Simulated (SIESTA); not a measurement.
Input of a SIESTA 5.4.2 run:

The input As.fdf:

```
SystemName                      Arsenolamprite
SystemLabel                     As
NumberOfSpecies                 1
NumberOfAtoms                   2
%block ChemicalSpeciesLabel
  1  33 As
%endblock ChemicalSpeciesLabel

LatticeConstant                 1.0 Ang
%block LatticeVectors
     1.8807968987     1.0858785957     3.5140619945
    -1.8807968987     1.0858785957     3.5140619945
     0.0000000000    -2.1717571915     3.5140619945
%endblock LatticeVectors
AtomicCoordinatesFormat         Fractional
%block AtomicCoordinatesAndAtomicSpecies
     0.2260000000     0.2260000000     0.2260000000  1  As
     0.7740000000     0.7740000000     0.7740000000  1  As
%endblock AtomicCoordinatesAndAtomicSpecies

%block kgrid.MonkhorstPack
    9   0   0  0.0
    0   9   0  0.0
    0   0   9  0.0
%endblock kgrid.MonkhorstPack
XC.Functional                   GGA
XC.Authors                      PBE
PAO.BasisSize                   DZP
PAO.EnergyShift                 0.003 Ry
Mesh.Cutoff                     500 Ry
OccupationFunction              FD
ElectronicTemperature           0.05 eV
MaxSCFIterations                120
SCF.MustConverge                false
SCF.Mixer.Method                Pulay
SCF.Mixer.Weight                0.25
SCF.Mixer.History               8
SCF.DM.Tolerance                5.0e-05
SCF.H.Tolerance                 1.0e-03 eV
WriteForces                     true
Charge.Mulliken                 end
%block PAO.Basis
  As 4
  n=4 0 2
    5.512 0.000
  n=4 1 2
    7.356 0.000
  n=3 2 2
    2.890 0.000
  n=4 2 1
    7.356
%endblock PAO.Basis
```

Potentials or basis: PseudoDojo 0.4 standard (PBE files), DZP (energy shift 0.003 Ry; two zetas on semicore shells).

Run with:

```bash
$ siesta < As.fdf > As.out 2>&1
```

(1) Predict the band gap on the k mesh.

(2) What does it give for the largest force?

Results:

(1) none (metal or under the smearing width).

(2) 0.877 eV/Å.

Caveat: the basis of atomic orbitals isn't converged, which shifts pressures, moduli and gaps.
